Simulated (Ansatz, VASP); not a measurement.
**Pd: VASP beside Ansatz**

```
Pd
1.0
     0.00000    1.89077    1.89077
     1.89077    0.00000    1.89077
     1.89077    1.89077    0.00000
Pd
1
Direct
  0.00000 0.00000 0.00000
```

Change from the starting cell: volume scaled by 0.88, LAPW.

Alike in both runs: task single point; functional PBE; k mesh 16 × 16 × 16; occupations fermi-dirac, width 0.1 eV; no spin polarisation.

|  | VASP | Ansatz |
| --- | --- | --- |
| version | VASP 6.6.1 | Ansatz 0.2.0 |
| potentials or method | VASP PAW PBE potentials, release 64 (Pd), cutoff 520 eV | all-electron LAPW, scalar-relativistic |

Ansatz gave:

- pressure (GPa): 30.1

Estimate VASP's values.

pressure (GPa): 29.7.

Ansatz ran all-electron here, so the differences hold the error of VASP's frozen core and of both bases.

Caveats: so large a pressure means that the cell lies far from this level's equilibrium, or that cutoff or potentials fall short (VASP).
